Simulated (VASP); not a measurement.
# MgF2 (Sellaite) (P4_2/mnm) in VASP: further runs

The runs below take MgF2 (Sellaite) through phonons, dielectric tensor, with LDA, PBEsol.

Program: VASP 6.6.1. These are calculated values, not measurements. Logs are shortened: lines on timing, memory, paths and dates and some standing lists are left out, and cuts for length are marked.

**1. The crystal as given**

The structure is tetragonal, space group P4_2/mnm (No. 136). The conventional cell has a = 4.525 Å, b = 4.525 Å, c = 2.999 Å, α = 90.00°, β = 90.00°, γ = 90.00°. Around Mg (site symmetry mmm) lie 6 F at 1.94 to 1.96 Å. F (site symmetry m2m) has 3 Mg at 1.94 to 1.96 Å as nearest neighbours.

**2. Phonons, LDA**

The input, POSCAR:

```
MgF2
1.0
    4.5251686895      0.0000000000      0.0000000000
    0.0000000000      4.5251686895      0.0000000000
    0.0000000000      0.0000000000      2.9994760199
  Mg              F
     2     4
Direct
     0.0000000000000000    1.0000000000000000    1.0000000000000000
     0.5000000000000000    0.5000000000000000    0.5000000000000000
     0.3025423858850410    0.3025423858850410    0.0000000000000000
     0.1974576141149591    0.8025423858850409    0.5000000000000000
     0.6974576141149591    0.6974576141149591    1.0000000000000000
     0.8025423858850409    0.1974576141149591    0.5000000000000000
```

The input, INCAR.step1:

```
PREC = Accurate
ENCUT = 600
EDIFF = 1E-8
ISMEAR = 0
SIGMA = 0.03
LREAL = False
LASPH = True
NELM = 80
ALGO = Fast
ISIF = 3
LWAVE = False
LCHARG = False
GGA = CA
KPAR = 2
IBRION = 2
NSW = 40
EDIFFG = -0.002
```

The input, INCAR.step2:

```
PREC = Accurate
ENCUT = 600
EDIFF = 1E-8
ISMEAR = 0
SIGMA = 0.03
LREAL = False
LASPH = True
NELM = 80
ALGO = Fast
ISIF = 2
LWAVE = False
LCHARG = False
GGA = CA
KPAR = 2
IBRION = 6
NFREE = 2
POTIM = 0.015
NSW = 1
```

The input, KPOINTS:

```
regular mesh
0
Gamma
  6 6 10
```

Potentials or basis: VASP PAW LDA potentials, release 64 (Mg, F).

Command:

```sh
cat potpaw_LDA.64/Mg/POTCAR potpaw_LDA.64/F/POTCAR > POTCAR
cp INCAR.step1 INCAR
mpirun -np 2 vasp_std > vasp.out
cp CONTCAR POSCAR
cp INCAR.step2 INCAR
mpirun -np 2 vasp_std > vasp.out
```

OUTCAR:

```text
PREC = Accurate
   ENCUT = 600
   EDIFF = 1E-8
   ISMEAR = 0
   LREAL = False
   LASPH = True
   NELM = 80
   ISIF = 2
   GGA = CA
   IBRION = 6
   NFREE = 2
   POTIM = 0.015
   NSW = 1

 ion  position               nearest neighbor table
   1  0.000  0.000  0.000-   3 1.94   5 1.94   4 1.96   6 1.96   4 1.96   6 1.96   2 3.53   2 3.53
                             2 3.53   2 3.53   2 3.53   2 3.53   2 3.53   2 3.53
   2  0.500  0.500  0.500-   4 1.94   6 1.94   5 1.96   3 1.96   3 1.96   5 1.96   1 3.53   1 3.53
                             1 3.53   1 3.53   1 3.53   1 3.53   1 3.53   1 3.53
   3  0.303  0.303  0.000-   1 1.94   2 1.96   2 1.96
   4  0.197  0.803  0.500-   2 1.94   1 1.96   1 1.96
   5  0.697  0.697  0.000-   1 1.94   2 1.96   2 1.96
   6  0.803  0.197  0.500-   2 1.94   1 1.96   1 1.96

  LATTYP: Found a simple tetragonal cell.
 ALAT       =     4.5242484725
 C/A-ratio  =     0.6631973171

  Lattice vectors:

 A1 = (   4.5242484725,   0.0000000000,   0.0000000000)
 A2 = (   0.0000000000,   4.5242484725,   0.0000000000)
 A3 = (   0.0000000000,   0.0000000000,   3.0004694489)

Analysis of symmetry for initial positions (statically):
=====================================================================
 Subroutine PRICEL returns:
 Original cell was already a primitive cell.

 Routine SETGRP: Setting up the symmetry group for a
 simple tetragonal supercell.

 Subroutine GETGRP returns: Found 16 space group operations
 (whereof  8 operations were pure point group operations)
 out of a pool of 16 trial point group operations.

The static configuration has the point symmetry D_2h.
 The point group associated with its full space group is D_4h.

Analysis of symmetry for dynamics (positions and initial velocities):
=====================================================================
 Subroutine PRICEL returns:
 Original cell was already a primitive cell.

 Routine SETGRP: Setting up the symmetry group for a
 simple tetragonal supercell.

 Subroutine GETGRP returns: Found 16 space group operations
 (whereof  8 operations were pure point group operations)
 out of a pool of 16 trial point group operations.

The dynamic configuration has the point symmetry D_2h.
 The point group associated with its full space group is D_4h.

 Subroutine INISYM returns: Found 16 space group operations
 (whereof  8 operations are pure point group operations),
 and found     1 'primitive' translations

----------------------------------------------------------------------------------------

                                     Primitive cell

  volume of cell :      61.4161

  direct lattice vectors                    reciprocal lattice vectors
     4.524248472  0.000000000  0.000000000     0.221031185  0.000000000  0.000000000
     0.000000000  4.524248472  0.000000000     0.000000000  0.221031185  0.000000000
     0.000000000  0.000000000  3.000469449     0.000000000  0.000000000  0.333281181

  length of vectors
     4.524248472  4.524248472  3.000469449     0.221031185  0.221031185  0.333281181

  position of ions in fractional coordinates (direct lattice)
     0.000000000  0.000000000  0.000000000
     0.500000000  0.500000000  0.500000000
     0.302631931  0.302631931  0.000000000
     0.197368069  0.802631931  0.500000000
     0.697368069  0.697368069  0.000000000
     0.802631931  0.197368069  0.500000000

  ion indices of the primitive-cell ions
   primitive index   ion index
                 1           1
                 2           2
                 3           3
                 4           4
                 5           5
                 6           6

----------------------------------------------------------------------------------------

 KPOINTS: regular mesh
[... 76 lines left out ...]
   POTIM  = 0.0150    time-step for ionic-motion
   TEBEG  =    0.0;   TEEND  =   0.0 temperature during run
   PSTRESS=    0.0 pullay stress
   NELECT =      32.0000    total number of electrons
   NUPDOWN=      -1.0000    fix difference up-down
   EMIN   =  10.00;   EMAX   =-10.00  energy-range for DOS
   EFERMI =   0.00;   METHOD = LEGACY
   ISMEAR =     0;   SIGMA  =   0.03  broadening in eV -4-tet -1-fermi 0-gaus
   EFERMI_NEDOS =   21; number of points for ismear=-14 and -15
   IALGO  =     68    algorithm
   IMIX   =      4    mixing-type and parameters
     AMIX     =   0.40;   BMIX     =  1.00
     AMIX_MAG =   1.60;   BMIX_MAG =  1.00
  volume/ion in A,a.u.               =      10.24        69.08
  Fermi-wavevector in a.u.,A,eV,Ry     =   1.317339  2.489409 23.611296  1.735381
  Thomas-Fermi vector in A             =   2.447387
   LORBIT       =      0    0 simple, 1 ext, 2 COOP (PROOUT), +10 PAW based schemes
   GGA     = CA    functional components
   LHFCALC =     F    Hartree Fock is set to
   AEXX    =    0.0000 exact exchange contribution
   IVDW    =     0    specifies the selected vdW correction
   LEPSILON=     F    determine dielectric tensor
   LRPA    =     F    only Hartree local field effects (RPA)
 finite differences with symmetry
 non-spin polarized calculation
 RMM-DIIS sequential band-by-band and
 Gauss-broadening in eV      SIGMA  =   0.03
  energy-cutoff  :      600.00
  volume of cell :       61.42
 maximum number of plane-waves:      2076
   NGX = 19   NGY = 19   NGZ = 11

--------------------------------------- Ionic step        1  -------------------------------------------

 number of electron      32.0000015 magnetization

 Free energy of the ion-electron system (eV)
  ---------------------------------------------------
  ext. energy  EPLUGINS =         0.00000000
  ---------------------------------------------------
  free energy    TOTEN  =       -35.09403473 eV

  energy without entropy =      -35.09403473  energy(sigma->0) =      -35.09403473

------------------------ aborting loop because EDIFF is reached ----------------------------------------

  FORCE on cell =-STRESS in cart. coord.  units (eV):
  Direction    XX          YY          ZZ          XY          YZ          ZX
  --------------------------------------------------------------------------------------
  -------------------------------------------------------------------------------------
  Total        0.0006052      0.0006052      0.0089588      0.0000000      0.0000000      0.0000000
  in kB        0.0157884      0.0157884      0.2337107      0.0000000      0.0000000      0.0000000
  external PRESSURE =       0.0884292 kB  Pullay stress =       0.0000000 kB
[... 307 lines left out ...]
--------------------------------------- Ionic step        9  -------------------------------------------

 number of electron      32.0000014 magnetization

 Free energy of the ion-electron system (eV)
  ---------------------------------------------------
  ext. energy  EPLUGINS =         0.00000000
  ---------------------------------------------------
  free energy    TOTEN  =       -35.09322763 eV

  energy without entropy =      -35.09322763  energy(sigma->0) =      -35.09322763

 E-fermi :  -1.0375     XC(G=0): -10.7727

 val. band max:       -1.1989910848   @ k =   0.0000   0.0000   0.0000
 cond. band min:       5.9818635692   @ k =   0.0000   0.0000   0.0000
 fundamental gap:      7.1808546541
 Fermi energy:        -1.0374924061

 k-point     1 :       0.0000    0.0000    0.0000
  band No.  band energies     occupation
      1     -21.8263      2.00000
      2     -20.8376      2.00000
      3     -20.8375      2.00000
      4     -20.7244      2.00000
      5      -5.6203      2.00000
      6      -4.0544      2.00000
[... 541 lines left out ...]
     19      13.0627      0.00000
     20      13.0635      0.00000

 [... further k-points ...]
[... 5 lines left out ...]
  --------------------------------------------------------------------------------------
  -------------------------------------------------------------------------------------
  Total        0.0023226      0.0023226      0.0109210      0.0015568     -0.0520766     -0.0520766
  in kB        0.0605913      0.0605913      0.2848996      0.0406116     -1.3585348     -1.3585346
  external PRESSURE =       0.1353607 kB  Pullay stress =       0.0000000 kB
[... 21 lines left out ...]
  FREE ENERGIE OF THE ION-ELECTRON SYSTEM (eV)
  ---------------------------------------------------
  free  energy   TOTEN  =       -35.0932276326 eV

  energy  without entropy=      -35.0932276326  energy(sigma->0) =      -35.09322763

 INTERNAL STRAIN TENSORS FROM DISPLACED ATOMS
 ============================================

 INTERNAL STRAIN TENSOR FOR ION    1 for displacements in x,y,z  (eV/Angst):
          X           Y           Z          XY          YZ          ZX
  --------------------------------------------------------------------------------
  x     0.00000     0.00000     0.00000     0.00000     0.00000     0.00000
  y     0.00000     0.00000     0.00000     0.00000     0.00000     0.00000
  z     0.00000     0.00000     0.00000     0.00000     0.00000     0.00000

 INTERNAL STRAIN TENSOR FOR ION    6 for displacements in x,y,z  (eV/Angst):
          X           Y           Z          XY          YZ          ZX
  --------------------------------------------------------------------------------
  x     0.24427    -0.48991     3.20176     1.03706     0.00000     0.00000
  y     0.48991    -0.24427    -3.20176    -1.03706     0.00000     0.00000
  z     0.00000     0.00000     0.00000     0.00000    -3.47181     3.47181

 Eigenvectors and eigenvalues of the dynamical matrix
 ----------------------------------------------------

   1 f  =   16.303785 THz   102.439705 2PiTHz  543.835744 cm-1    67.427008 meV
             X         Y         Z           dx          dy          dz
      0.000000  0.000000  0.000000    -0.000000    0.000000    0.000000
      2.262124  2.262124  1.500235     0.000000   -0.000000    0.000000
      1.369182  1.369182  0.000000    -0.353553   -0.353553   -0.000000
      0.892942  3.631306  1.500235    -0.353553    0.353553   -0.000000
      3.155066  3.155066  0.000000     0.353553    0.353553    0.000000
      3.631306  0.892942  1.500235     0.353553   -0.353553   -0.000000
[... 145 lines left out ...]
  18 f/i=    0.007054 THz     0.044319 2PiTHz    0.235280 cm-1     0.029171 meV
             X         Y         Z           dx          dy          dz
      0.000000  0.000000  0.000000    -0.000000    0.000000   -0.441952
      2.262124  2.262124  1.500235    -0.000000    0.000000   -0.441952
      1.369182  1.369182  0.000000    -0.000000    0.000000   -0.390307
      0.892942  3.631306  1.500235    -0.000000    0.000000   -0.390307
      3.155066  3.155066  0.000000    -0.000000    0.000000   -0.390307
      3.631306  0.892942  1.500235    -0.000000    0.000000   -0.390307

 ELASTIC MODULI CONTR FROM IONIC RELAXATION (kBar)
 Direction    XX          YY          ZZ          XY          YZ          ZX
 --------------------------------------------------------------------------------
 XX         -87.8559     87.4026      5.9079     -0.0000      0.0000      0.0000
 YY          87.4026    -87.8559      5.9079      0.0000     -0.0000     -0.0000
 ZZ           5.9079      5.9079   -154.0114      0.0000     -0.0000     -0.0000
 XY          -0.0000      0.0000      0.0000    -10.8627      0.0000      0.0000
 YZ           0.0000     -0.0000     -0.0000      0.0000   -179.6866     -0.0000
 ZX           0.0000     -0.0000     -0.0000      0.0000     -0.0000   -179.6865
 --------------------------------------------------------------------------------
```

Run time: 4.3 min. Hardware: 2 MPI ranks of Intel Xeon Platinum 8488C (Sapphire Rapids), shared host; peak memory 0.37 GiB.

What came out:

```yaml
Highest_phonon_frequency_at_Γ_LO-TO_splitting_left_out: 544 cm⁻¹
```

Phonon frequencies in cm⁻¹ (negative: imaginary):
```csv
q point,frequencies
"(0.000, 0.000, 0.000)",0 0 0 68 205 238 238 293 317 317 439 439 441 446 467 507 507 544
```

**3. Dielectric tensor, LDA**

The input, INCAR:

```
PREC = Accurate
ENCUT = 600
EDIFF = 1E-8
ISMEAR = 0
SIGMA = 0.03
LREAL = False
LASPH = True
NELM = 80
ALGO = Fast
ISIF = 2
LWAVE = False
LCHARG = False
GGA = CA
LEPSILON = True
KPAR = 2
```

The input, KPOINTS:

```
regular mesh
0
Monkhorst-Pack
  8 8 12
```

The input, POSCAR:

```
MgF2                                    
1.0
    4.5242484725     -0.0000000000      0.0000000000
    0.0000000000      4.5242484725      0.0000000000
    0.0000000000      0.0000000000      3.0004694489
  Mg              F             
     2     4
Direct
     0.0000000000000000    0.0000000000000000    0.0000000000000000
     0.5000000000000000    0.5000000000000000    0.5000000000000000
     0.3026319307064023    0.3026319307064023    0.0000000000000000
     0.1973680692935978    0.8026319307064022    0.5000000000000000
     0.6973680692935978    0.6973680692935978    0.0000000000000000
     0.8026319307064022    0.1973680692935978    0.5000000000000000
```

Potentials or basis: VASP PAW LDA potentials, release 64 (Mg, F).

Command:

```sh
cat potpaw_LDA.64/Mg/POTCAR potpaw_LDA.64/F/POTCAR > POTCAR
mpirun -np 2 vasp_std > vasp.out
```

OUTCAR:

```text
PREC = Accurate
   ENCUT = 600
   EDIFF = 1E-8
   ISMEAR = 0
   LREAL = False
   LASPH = True
   NELM = 80
   ISIF = 2
   GGA = CA
   LEPSILON = True

 ion  position               nearest neighbor table
   1  0.000  0.000  0.000-   3 1.94   5 1.94   4 1.96   6 1.96   4 1.96   6 1.96   2 3.53   2 3.53
                             2 3.53   2 3.53   2 3.53   2 3.53   2 3.53   2 3.53
   2  0.500  0.500  0.500-   4 1.94   6 1.94   5 1.96   3 1.96   3 1.96   5 1.96   1 3.53   1 3.53
                             1 3.53   1 3.53   1 3.53   1 3.53   1 3.53   1 3.53
   3  0.303  0.303  0.000-   1 1.94   2 1.96   2 1.96
   4  0.197  0.803  0.500-   2 1.94   1 1.96   1 1.96
   5  0.697  0.697  0.000-   1 1.94   2 1.96   2 1.96
   6  0.803  0.197  0.500-   2 1.94   1 1.96   1 1.96

  LATTYP: Found a simple tetragonal cell.
 ALAT       =     4.5242484725
 C/A-ratio  =     0.6631973171

  Lattice vectors:
[... 833 lines left out ...]
          XX          YY          ZZ          XY          YZ          ZX
  --------------------------------------------------------------------------------
  x     0.00000     0.00000     0.00000     0.00000     0.00000     0.00000
  y     0.00000     0.00000     0.00000     0.00000     0.00000     0.00000
  z     0.00000     0.00000     0.00000     0.00000     0.00000     0.00000

 PIEZOELECTRIC TENSOR (including local field effects)  for field in x, y, z        (C/m^2)
          XX          YY          ZZ          XY          YZ          ZX
  --------------------------------------------------------------------------------
  x     0.00000     0.00000     0.00000     0.00000     0.00000     0.00000
  y     0.00000     0.00000     0.00000     0.00000     0.00000     0.00000
  z     0.00000     0.00000     0.00000     0.00000     0.00000     0.00000

 BORN EFFECTIVE CHARGES (including local field effects) (in |e|, cummulative output)
 ---------------------------------------------------------------------------------
 ion    1
    1     1.94717     0.03012     0.00000
    2     0.03012     1.94717     0.00000
    3     0.00000     0.00000     2.03643
 ion    2
    1     1.94717    -0.03012     0.00000
    2    -0.03012     1.94717     0.00000
    3     0.00000     0.00000     2.03643
 ion    3
    1    -0.97358    -0.18656     0.00000
    2    -0.18656    -0.97358     0.00000
    3     0.00000     0.00000    -1.01821
 ion    4
    1    -0.97358     0.18656     0.00000
    2     0.18656    -0.97358     0.00000
    3     0.00000     0.00000    -1.01821
 ion    5
    1    -0.97358    -0.18656     0.00000
    2    -0.18656    -0.97358     0.00000
    3     0.00000     0.00000    -1.01821
 ion    6
    1    -0.97358     0.18656     0.00000
    2     0.18656    -0.97358     0.00000
    3     0.00000     0.00000    -1.01821
```

OSZICAR:

```text
N       E                     dE             d eps       ncg     rms          rms(c)
DAV:   1     0.214792850627E+03    0.21479E+03   -0.20076E+04  2488   0.170E+03
[... 16 lines left out ...]
RMM:   3    -0.181640121687E+00    0.52834E-02   -0.27543E-03  3398   0.431E-01    0.396E-01
RMM:   4    -0.187927496657E+00   -0.62874E-02   -0.56967E-03  3630   0.597E-01    0.363E-02
RMM:   5    -0.188668290693E+00   -0.74079E-03   -0.75916E-05  4053   0.766E-02    0.344E-03
RMM:   6    -0.188738063942E+00   -0.69773E-04   -0.82608E-07  3983   0.643E-03    0.181E-03
RMM:   7    -0.188754175885E+00   -0.16112E-04   -0.44010E-08  3937   0.189E-03    0.247E-04
RMM:   8    -0.188756787453E+00   -0.26116E-05    0.89529E-09  3878   0.313E-04    0.556E-05
RMM:   9    -0.188756419907E+00    0.36755E-06    0.81735E-09  2691   0.123E-04    0.495E-06
```

It took 2.8 min on 2 MPI ranks of Intel Xeon Platinum 8488C (Sapphire Rapids), shared host; peak memory 0.48 GiB.

What came out:

```yaml
Electronic_dielectric_tensor_diagonal: 2.01, 2.01, 2.04
Born_charges_mean_of_the_diagonal: Mg +1.98; F -0.99 e
```

Levels at points of the mesh, in eV from the valence-band top:
```csv
k point,band 12,band 13,band 14,band 15,band 16,band 17,band 18,band 19,band 20
"(0.06, 0.06, 0.04)",-1.33,-0.79,-0.38,-0.32,0.00,7.37,12.26,12.26,13.67
```

Electronic dielectric tensor:
```
2.01 0.00 0.00
0.00 2.01 0.00
0.00 0.00 2.04
```

Born effective charge tensors (e):
atom 1, Mg
```
1.95 0.03 0.00
0.03 1.95 0.00
0.00 0.00 2.04
```
atom 2, Mg
```
 1.95 -0.03  0.00
-0.03  1.95  0.00
 0.00  0.00  2.04
```
atom 3, F
```
-0.97 -0.19  0.00
-0.19 -0.97  0.00
 0.00  0.00 -1.02
```
atom 4, F
```
-0.97  0.19  0.00
 0.19 -0.97  0.00
 0.00  0.00 -1.02
```
atom 5, F
```
-0.97 -0.19  0.00
-0.19 -0.97  0.00
 0.00  0.00 -1.02
```
atom 6, F
```
-0.97  0.19  0.00
 0.19 -0.97  0.00
 0.00  0.00 -1.02
```

[end of part 1 of 2]
